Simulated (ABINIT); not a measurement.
The system is Ti.

```
CELL_PARAMETERS angstrom
0.00000 2.03000 2.03000
2.03000 0.00000 2.03000
2.03000 2.03000 0.00000
ATOMIC_POSITIONS crystal
Ti 0.00000 0.00000 0.00000
```

This isn't the form of Ti at room conditions, which is hcp.

Base run:

```yaml
Program: ABINIT 10.8.3 (patched build)
Functional: r2SCAN
Potentials_or_basis: JTH PAW PBE v2.0
Cutoff: 490 eV
k_mesh: 11 × 11 × 11
Occupations: fermi-dirac, width 0.05 eV
Spin: no spin polarisation
```

Its results: band gap on the k mesh none (metal or under the smearing width); pressure 3.2 GPa.

Q: The run is repeated on the same cell with these changes: functional from r2SCAN to revPBE. What comes out?

A: Band gap on the k mesh none (metal or under the smearing width); pressure 6.8 GPa.

Caveats: the PAW data sets were made with another functional, which shifts forces and pressure a little.
